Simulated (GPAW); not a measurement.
# PbSe (Clausthalite) (Fm-3m) in GPAW: a series of runs

The runs below take PbSe (Clausthalite) through phonons, Wannier functions, with vdW-DF-cx, LDA.

Everything below comes from runs of GPAW 26.7.0. Logs are shortened: lines on timing, memory, paths and dates and some standing lists are left out, and cuts for length are marked. The log counts tension as positive stress, the text compression.

**The experiment to reproduce.**

A printed reference work, monograph reports, for a bulk crystal of PbSe: band gap 0.28 eV (direct) at 300 K; band gap 0.15 eV (direct) at 4.2 K.

How close the calculation comes is told below.

### 1 The crystal as given

It takes space group Fm-3m (No. 225, cubic). The conventional cell has a = 6.121 Å, b = 6.121 Å, c = 6.121 Å, α = 90.00°, β = 90.00°, γ = 90.00°. Pb (site symmetry m-3m) has 6 Se at 3.06 Å as nearest neighbours. Around Se (site symmetry m-3m) lie 6 Pb at 3.06 Å.

### 2 Phonons, vdW-DF-cx

run.py reads:

```python
import json
import numpy as np
from ase import Atoms
from ase.constraints import FixSymmetry
from ase.io import read, write
from ase.optimize import BFGS
from phonopy import Phonopy
from phonopy.structure.atoms import PhonopyAtoms
from gpaw import GPAW

atoms = read('POSCAR')

calc = GPAW(mode='lcao',
            h=0.16,
            basis='dzp',
            xc={'name': 'vdW-DF-cx', 'backend': 'libvdwxc'},
            kpts={'size': (8, 8, 8), 'gamma': True},
            occupations={'name': 'fermi-dirac', 'width': 0.05},
            convergence={'density': 1e-06},
            maxiter=150,
            txt='gpaw.txt')
atoms.calc = calc
atoms.set_constraint(FixSymmetry(atoms))
BFGS(atoms, trajectory='relax.traj', logfile='-').run(fmax=0.005, steps=40)
atoms.set_constraint()
energy = atoms.get_potential_energy()
forces = atoms.get_forces()
calc.write('gs.gpw')
write('result.traj', atoms)
print('Cell:', atoms.cell.cellpar().round(4))
print(atoms.get_scaled_positions().round(5))

def force_constants(scale):
    unit = PhonopyAtoms(symbols=atoms.get_chemical_symbols(), cell=atoms.cell[:] * scale**(1 / 3),
                        scaled_positions=atoms.get_scaled_positions())
    ph = Phonopy(unit, supercell_matrix=np.diag([1, 1, 1]), primitive_matrix=np.eye(3), symprec=1e-4)
    ph.generate_displacements(distance=0.03)
    forces = []
    for i, sc in enumerate(ph.supercells_with_displacements):
        a = Atoms(sc.symbols, cell=sc.cell, scaled_positions=sc.scaled_positions, pbc=True)
        c = GPAW(mode='lcao',
                 h=0.16,
                 basis='dzp',
                 xc={'name': 'vdW-DF-cx', 'backend': 'libvdwxc'},
                 kpts={'size': (8, 8, 8), 'gamma': True},
                 occupations={'name': 'fermi-dirac', 'width': 0.05},
                 convergence={'density': 1e-06},
                 maxiter=150,
                 txt=f'disp-{scale:.3f}-{i:02d}.txt')
        a.calc = c
        f = a.get_forces()
        forces.append(f - f.mean(axis=0))
        print(f'displacement {i}: drift', f.mean(axis=0).round(5), flush=True)
    ph.forces = forces
    ph.produce_force_constants()
    ph.symmetrize_force_constants()
    return ph

qpoints = [[0.0, 0.0, 0.0]]
results = {}
for scale in [1.0]:
    ph = force_constants(scale)
    ph.run_qpoints(qpoints)
    nu = ph.qpoints.frequencies * 33.35641  # THz to cm^-1
    results[f'{scale:.3f}'] = nu.tolist()
    for qp, f in zip(qpoints, nu):
        print(scale, np.round(qp, 4), f.round(2))
json.dump(results, open('phonons.json', 'w'))
```

POSCAR reads:

```
PbSe
1.0
    0.0000000000      3.0606500000      3.0606500000
    3.0606500000      0.0000000000      3.0606500000
    3.0606500000      3.0606500000      0.0000000000
Pb Se
1 1
Direct
    0.0000000000      0.0000000000      0.0000000000
    0.5000000000      0.5000000000      0.5000000000
```

Potentials or basis: GPAW PAW data sets (gpaw-data 1.2.1), lcao:dzp.

Started as:

```
$ OMP_NUM_THREADS=1 python run.py
```

gpaw.txt:

```text
__  _  _
 | _ |_)|_||  |
 |__||  | ||/\| - 26.7.0

Input parameters:
  mode=LCAO(),
  basis={'default': 'dzp'},
  convergence={'density': 1e-06},
  h=0.16,
  kpts=MonkhorstPack(size=(8, 8, 8), gamma=True),
  maxiter=150,
  occupations=Occupations(name='fermi-dirac', width=0.05),
  xc=XC(name='vdW-DF-cx', backend='libvdwxc')

                Se

       Pb

Atoms  # Å, Bohr magnetons
|   | symbol |        x |        y |        z |    initial magnetic moments |
|---|--------|----------|----------|----------|-----------------------------|
| 0 |     Pb | 0.000000 | 0.000000 | 0.000000 | ( 0.0000,  0.0000,  0.0000) |
| 1 |     Se | 3.060650 | 3.060650 | 3.060650 | ( 0.0000,  0.0000,  0.0000) |

Unit cell  # Å
| periodic |        x |        y |        z |  lengths |    angles |
|----------|----------|----------|----------|----------|-----------|
|      yes | 0.000000 | 3.060650 | 3.060650 | 4.328413 | 60.000000 |
|      yes | 3.060650 | 0.000000 | 3.060650 | 4.328413 | 60.000000 |
|      yes | 3.060650 | 3.060650 | 0.000000 | 4.328413 | 60.000000 |

Number of symmetries: 48
Symmetry operations  # r_c * U_cc + t_c -> r_c
|    | kind |            matrix            |
|----|------|------------------------------|
|  0 |  σ   |  1, 0, 0,  1, 0,-1,  1,-1, 0 |
|  1 |  C2  |  1, 0, 0,  1,-1, 0,  1, 0,-1 |
|  2 |  E   |  1, 0, 0,  0, 1, 0,  0, 0, 1 |
|  3 |  σ   |  1, 0, 0,  0, 0, 1,  0, 1, 0 |
|  4 |  C4  |  1, 0,-1,  1, 0, 0,  1,-1, 0 |
|  5 |  S6  |  1, 0,-1,  1,-1, 0,  1, 0, 0 |
|  6 |  σ   |  1, 0,-1,  0, 1,-1,  0, 0,-1 |
|  7 |  C3  |  1, 0,-1,  0, 0,-1,  0, 1,-1 |
|  8 |  S6  |  1,-1, 0,  1, 0, 0,  1, 0,-1 |
|  9 |  C4  |  1,-1, 0,  1, 0,-1,  1, 0, 0 |
| 10 |  C3  |  1,-1, 0,  0,-1, 1,  0,-1, 0 |
| 11 |  σ   |  1,-1, 0,  0,-1, 0,  0,-1, 1 |
| 12 |  σ   |  0, 1, 0,  1, 0, 0,  0, 0, 1 |
| 13 |  C4  |  0, 1, 0,  0, 1,-1, -1, 1, 0 |
| 14 |  C3  |  0, 1, 0,  0, 0, 1,  1, 0, 0 |
| 15 |  S6  |  0, 1, 0, -1, 1, 0,  0, 1,-1 |
| 16 |  C2  |  0, 1,-1,  1, 0,-1,  0, 0,-1 |
[... 17 lines left out ...]
| 34 |  S4  |  0,-1, 0,  0,-1, 1,  1,-1, 0 |
| 35 |  C2  |  0,-1, 0, -1, 0, 0,  0, 0,-1 |
| 36 |  C2  | -1, 1, 0,  0, 1, 0,  0, 1,-1 |
| 37 |  S6  | -1, 1, 0,  0, 1,-1,  0, 1, 0 |
| 38 |  S4  | -1, 1, 0, -1, 0, 1, -1, 0, 0 |
| 39 |  C3  | -1, 1, 0, -1, 0, 0, -1, 0, 1 |
| 40 |  S6  | -1, 0, 1,  0, 0, 1,  0,-1, 1 |
| 41 |  C2  | -1, 0, 1,  0,-1, 1,  0, 0, 1 |
| 42 |  C3  | -1, 0, 1, -1, 1, 0, -1, 0, 0 |
| 43 |  S4  | -1, 0, 1, -1, 0, 0, -1, 1, 0 |
| 44 |  C2  | -1, 0, 0,  0, 0,-1,  0,-1, 0 |
| 45 |  i   | -1, 0, 0,  0,-1, 0,  0, 0,-1 |
| 46 |  σ   | -1, 0, 0, -1, 1, 0, -1, 0, 1 |
| 47 |  C2  | -1, 0, 0, -1, 0, 1, -1, 1, 0 |

BZ-sampling:
  Number of BZ points: 512
  Number of IBZ points: 29

  Monkhorst-Pack size: [8, 8, 8]
  Monkhorst-Pack shift: [0.0625, 0.0625, 0.0625]

K-points  # in reciprocal-cell coordinates
|     |                                coordinates |     weight |
|-----|--------------------------------------------|------------|
|   0 | (  0.00000000,   0.00000000,   0.00000000) | 0.00195312 |
|   1 | (  0.12500000,   0.12500000,   0.00000000) | 0.01171875 |
|   2 | (  0.12500000,   0.12500000,   0.12500000) | 0.01562500 |
|   3 | (  0.25000000,   0.12500000,   0.12500000) | 0.02343750 |
|   4 | (  0.25000000,   0.25000000,   0.00000000) | 0.01171875 |
|   5 | (  0.25000000,   0.25000000,   0.12500000) | 0.04687500 |
|   6 | (  0.25000000,   0.25000000,   0.25000000) | 0.01562500 |
|   7 | (  0.37500000,   0.25000000,  -0.37500000) | 0.04687500 |
|   8 | (  0.37500000,   0.25000000,   0.12500000) | 0.04687500 |
|   9 | (  0.37500000,   0.25000000,   0.25000000) | 0.04687500 |
| ... |                                            |            |
|  28 | (  0.50000000,   0.50000000,   0.50000000) | 0.00781250 |

basis functions: 36
Spin-components: 1 (collinear spins)
Bands:           13
Projectors:      11
Spin-degeneracy: 2
Datatype:        <class 'complex'>

Parallelization:
  kpt:    1
  domain: 1
  band:   1

Density:
  Valence electrons: 20.0
  Components: 1
  Grid points: [24 24 24]
  Charge: 0.0  # |e|

Potential:
  Grid points: [24 24 24]

species:
  Pb:
    name:    Lead
    Z:       82.0
    valence: 14
    core:    68
    charge:  0.0  # [|e|]
    compensation charges:
      type: gauss
      rc: 0.38  # [Å]
      lmax: 2
    cutoffs:
      filter: 2.36  # [Å]
      core: 2.43  # [Å]
    projectors
    | kind |    occ | energy [eV] | rcut [Å] |
    |------|--------|-------------|----------|
    |   6s |  2.000 |     -11.969 |    1.259 |
    |   6p |  2.000 |      -3.506 |    1.275 |
    |   5d | 10.000 |     -21.211 |    1.217 |
    |    s |        |      15.243 |    1.259 |
    |    p |        |      23.705 |    1.275 |
    |    d |        |       6.001 |    1.217 |

    LCAO basis set for Pb:
      Name: dzp
      File: <dir>
      Number of radial functions: 7
      Number of spherical harmonics: 23
[... 135 lines left out ...]
| 38 |  S4  | -1, 1, 0, -1, 0, 1, -1, 0, 0 |
| 39 |  C3  | -1, 1, 0, -1, 0, 0, -1, 0, 1 |
| 40 |  S6  | -1, 0, 1,  0, 0, 1,  0,-1, 1 |
| 41 |  C2  | -1, 0, 1,  0,-1, 1,  0, 0, 1 |
| 42 |  C3  | -1, 0, 1, -1, 1, 0, -1, 0, 0 |
| 43 |  S4  | -1, 0, 1, -1, 0, 0, -1, 1, 0 |
| 44 |  C2  | -1, 0, 0,  0, 0,-1,  0,-1, 0 |
| 45 |  i   | -1, 0, 0,  0,-1, 0,  0, 0,-1 |
| 46 |  σ   | -1, 0, 0, -1, 1, 0, -1, 0, 1 |
| 47 |  C2  | -1, 0, 0, -1, 0, 1, -1, 1, 0 |

BZ-sampling:
  Number of BZ points: 512
  Number of IBZ points: 29

  Monkhorst-Pack size: [8, 8, 8]
  Monkhorst-Pack shift: [0.0625, 0.0625, 0.0625]

K-points  # in reciprocal-cell coordinates
|     |                                coordinates |     weight |
|-----|--------------------------------------------|------------|
|   0 | (  0.00000000,   0.00000000,   0.00000000) | 0.00195312 |
|   1 | (  0.12500000,   0.12500000,   0.00000000) | 0.01171875 |
|   2 | (  0.12500000,   0.12500000,   0.12500000) | 0.01562500 |
|   3 | (  0.25000000,   0.12500000,   0.12500000) | 0.02343750 |
|   4 | (  0.25000000,   0.25000000,   0.00000000) | 0.01171875 |
|   5 | (  0.25000000,   0.25000000,   0.12500000) | 0.04687500 |
|   6 | (  0.25000000,   0.25000000,   0.25000000) | 0.01562500 |
|   7 | (  0.37500000,   0.25000000,  -0.37500000) | 0.04687500 |
|   8 | (  0.37500000,   0.25000000,   0.12500000) | 0.04687500 |
|   9 | (  0.37500000,   0.25000000,   0.25000000) | 0.04687500 |
| ... |                                            |            |
|  28 | (  0.50000000,   0.50000000,   0.50000000) | 0.00781250 |

basis functions: 36
Spin-components: 1 (collinear spins)
Bands:           13
Projectors:      11
Spin-degeneracy: 2
Datatype:        <class 'complex'>

Parallelization:
  kpt:    1
  domain: 1
  band:   1

Density:
  Valence electrons: 20.0
  Components: 1
  Grid points: [24 24 24]
  Charge: 0.0  # |e|

Potential:
  Grid points: [24 24 24]

species:
  Pb:
    name:    Lead
    Z:       82.0
    valence: 14
    core:    68
    charge:  0.0  # [|e|]
    compensation charges:
      type: gauss
      rc: 0.38  # [Å]
      lmax: 2
    cutoffs:
      filter: 2.36  # [Å]
      core: 2.43  # [Å]
    projectors
    | kind |    occ | energy [eV] | rcut [Å] |
    |------|--------|-------------|----------|
    |   6s |  2.000 |     -11.969 |    1.259 |
    |   6p |  2.000 |      -3.506 |    1.275 |
    |   5d | 10.000 |     -21.211 |    1.217 |
    |    s |        |      15.243 |    1.259 |
    |    p |        |      23.705 |    1.275 |
    |    d |        |       6.001 |    1.217 |

    LCAO basis set for Pb:
      Name: dzp
      File: <dir>
      Number of radial functions: 7
      Number of spherical harmonics: 23
        l=0, rc=6.8438 Bohr: 6s-sz confined orbital
        l=1, rc=9.8125 Bohr: 6p-sz confined orbital
        l=2, rc=4.5156 Bohr: 5d-sz confined orbital
        l=0, rc=3.9062 Bohr: 6s-dz split-valence wave
        l=1, rc=5.8750 Bohr: 6p-dz split-valence wave
        l=2, rc=2.7969 Bohr: 5d-dz split-valence wave
        l=2, rc=9.8125 Bohr: d-type Gaussian polarization
      Number of RI-basis functions 0

  Se:
    name:    Selenium
    Z:       34.0
    valence: 6
    core:    28
    charge:  0.0  # [|e|]
    compensation charges:
      type: gauss
      rc: 0.27  # [Å]
      lmax: 2
    cutoffs:
      filter: 1.77  # [Å]
      core: 2.67  # [Å]
    projectors
    | kind |    occ | energy [eV] | rcut [Å] |
    |------|--------|-------------|----------|
    |   4s |  2.000 |     -17.277 |    0.847 |
    |   4p |  4.000 |      -6.512 |    1.005 |
    |    s |        |       9.935 |    0.847 |
    |    p |        |      20.699 |    1.005 |
    |    d |        |       0.000 |    0.847 |

    LCAO basis set for Se:
      Name: dzp
      File: <dir>
      Number of radial functions: 5
      Number of spherical harmonics: 13
        l=0, rc=5.7344 Bohr: 4s-sz confined orbital
        l=1, rc=7.2656 Bohr: 4p-sz confined orbital
        l=0, rc=3.1875 Bohr: 4s-dz split-valence wave
        l=1, rc=4.2188 Bohr: 4p-dz split-valence wave
        l=2, rc=7.2656 Bohr: d-type Gaussian polarization
      Number of RI-basis functions 0

Reference energy: -633377.995495  # eV

eigensolver:
  <gpaw.new.lcao.eigensolver.LCAOEigensolver object>
density mixing:
  MSR1-Mixer
  Pratt-step length: 0.05
  Maximum mixing coefficient: 0.75
  Old densities: 10
  SVD Regularization: 0.005
  Good broyden scale: 1.0
  Trust region scale: 1.0
  Backstep threshold: 4.0
  History deletion threshold: 6.0
  Fourier metric: weight=20.0, sigma=0.015

occupation numbers:
  Fermi-Dirac:
    width: 0.0500  # eV

FastPoissonSolver using
    Stencil: 12*3+1=37 point O(h^6) finite-difference Laplacian
    FFT axes: [np.int64(0), np.int64(1), np.int64(2)]
    FST axes: []

xc functional:
  name: vdW-DF-cx with libvdwxc
  Mode: serial
  Semilocal: GGA_X_LV_RPW86+LDA_C_PW with 2 nearest neighbor stencil
  Local blocksize: 48 x 48 x 48
  PAW datasets: PBE
interpolation: tri-quintic # 5. degree polynomial

convergence criteria:
- Maximum integral of absolute [dens]ity change: 1e-06 electrons / valence electron
- Maximum [total energy] change in last 3 cyles: 0.0005 eV / valence electron
- Maximum integral of absolute [eigenst]ate change: 4e-08 eV^2 / valence electron
maximum number of iterations: 150

SCF iterations
|iter     | |      energy | eigst |  dens |
|---------|-|-------------|-------|-------|
|iter:   1| |  136.290862 |      c|       |
|iter:   2| |  136.323237 |      c| -1.39 |
|iter:   3| |  136.441978 |      c| -1.43 |
|iter:   4| |  136.443601 |      c| -2.01 |
|iter:   5| |  136.443995c|      c| -2.40 |
|iter:   6| |  136.444001c|      c| -3.48 |
|iter:   7| |  136.444001c|      c| -4.30 |
|iter:   8| |  136.444001c|      c| -4.74 |
|iter:   9| |  136.444001c|      c| -5.89 |
|iter:  10| |  136.444001c|      c| -6.30c|

Converged in 10 steps
Energy contributions relative to reference atoms: (reference = -633377.995495)

Energy contributions:
  Kinetic:          19.690986
  Coulomb:         -19.490949
  Zero:              0.068721
  External:          0.000000
  Xc:              136.175417
  Entropy:          -0.000350
  Spinorbit:         0.000000
  ----------------------------
  Free energy:     136.443826
  Extrapolated:    136.444001

dipole moment: (-25.921408, -25.921408, -25.921408)  # |e|*Ang

Fermi level: 6.230
Eigenvalues  # (at kpt = [0.000, 0.000, 0.000])
| band index |      eig [eV] | occ [0-2] |
|------------|---------------|-----------|
|          0 |       -10.916 |     2.000 |
|        ... |               |           |
|          2 |       -10.910 |     2.000 |
|          3 |       -10.910 |     2.000 |
|          4 |       -10.909 |     2.000 |
|          5 |        -7.535 |     2.000 |
|          6 |        -0.207 |     2.000 |
|          7 |         4.192 |     2.000 |
|          8 |         4.192 |     2.000 |
|          9 |         4.192 |     2.000 |
|         10 |        10.730 |     0.000 |
|         11 |        10.730 |     0.000 |
|         12 |        10.730 |     0.000 |

Gap: 0.277 eV
Transition (v -> c):
  (s=0, k=28, n=9, [0.50, 0.50, 0.50]) -> (s=0, k=28, n=10, [0.50, 0.50, 0.50])
No difference between direct/indirect transitions

Forces  # eV/Ang
|       x |        y |        z |
|---------|----------|----------|
| 0.00000 | -0.00000 | -0.00000 |  # Pb   0
| 0.00000 | -0.00000 | -0.00000 |  # Se   1

# Writing to gs.gpw (mode='')
```

Run time: 11 min. Hardware: 1 thread of Arm Neoverse V1, shared host; peak memory 0.5 GiB.

What came out:

```
Free energy                                             : 136.4438 eV
Band gap on the k mesh                                  : 0.28 eV, direct
Highest phonon frequency at Γ, LO-TO splitting left out : 62 cm⁻¹
```

Final structure:
```cif
data_structure
_symmetry_space_group_name_H-M 'P 1'
_symmetry_Int_Tables_number 1
_cell_length_a 4.3284
_cell_length_b 4.3284
_cell_length_c 4.3284
_cell_angle_alpha 60.000
_cell_angle_beta 60.000
_cell_angle_gamma 60.000
_cell_volume 57.34
loop_
_atom_site_label
_atom_site_type_symbol
_atom_site_fract_x
_atom_site_fract_y
_atom_site_fract_z
_atom_site_occupancy
Pb1 Pb 0.00000 0.00000 0.00000 1
Se1 Se 0.50000 0.50000 0.50000 1
```

Phonon frequencies in cm⁻¹ (negative: imaginary):
| q point | frequencies |
| --- | --- |
| (0.000, 0.000, 0.000) | 0 0 0 62 62 62 |

Caveat: the LO-TO splitting is left out; spin-orbit coupling is left out, which as a rule narrows the gap of such compounds by several tenths of an eV; the basis of atomic orbitals isn't converged, which shifts pressures, moduli and gaps.

(Continued in part 2 of 2.)
